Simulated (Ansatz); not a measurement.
**Stress against strain in InSe**

```
CELL_PARAMETERS angstrom
2.00000 1.15470 8.31667
-2.00000 1.15470 8.31667
0.00000 -2.30940 8.31667
ATOMIC_POSITIONS crystal
In 0.00000 0.00000 0.00000
In 0.11220 0.11220 0.11220
Se 0.61550 0.61550 0.61550
Se 0.83000 0.83000 0.83000
```

Atoms are numbered in the order listed.

The conventional cell has a = 4.000 Å, b = 4.000 Å, c = 24.950 Å, α = 90.00°, β = 90.00°, γ = 120.00°. In (atom 1) has 3 Se at 2.64 Å and 1 In at 2.80 Å as nearest neighbours. In (atom 2) is surrounded by 3 Se at 2.64 Å and 1 In at 2.80 Å. Around Se (atom 3) lie 3 In at 2.64 Å. Se (atom 4) has 3 In at 2.64 Å as nearest neighbours.

The cell is COD entry 1534648, which may be a prediction rather than a measurement; nothing was relaxed.

Spin–orbit coupling is left out, though it moves levels of the heavy atoms by tenths of an eV or more.

Method: DFT, PBE, all-electron LAPW, scalar-relativistic (Ansatz 0.2.0).

Settings: a Γ-centred 7×7×7 k mesh, Fermi–Dirac smearing of 0.01 eV, basis error target 1 meV/atom, no spin polarisation.

The strain is applied along the Cartesian axes of the cell as listed (the other components stay zero). Fractional coordinates are held (clamped ions).

σ is the change of stress from the unstrained cell, which is at 2.91 GPa; tension is positive, so slopes are stress–strain coefficients at that pressure.

Only quantities that a quadratic follows smoothly over the whole series are listed; rougher ones are left out.

```tsv
εzz	σzz (GPa)	σxx (GPa)
-0.0300	-3.24	-1.13
-0.0100	-1.01	-0.35
0.0000	0.00	0.00
0.0100	0.94	0.34
0.0200	1.82	0.65
0.0300	2.65	0.95
```

**Question.** Fit the series and read off the stiffness at zero strain.

**Answer.** Least-squares fits y = p0 + p1 x + p2 x² to the rows give σzz (GPa): p1 = 98, p2 = -330; σxx (GPa): p1 = 34.6, p2 = -100. So C33 = 98 GPa and C13 = 35 GPa, for these axes.

**Question.** One run, at εzz = -0.0200, is withheld. Predict its row.

**Answer.** The fits give -2.09, -0.73; the run gave -2.09, -0.73.
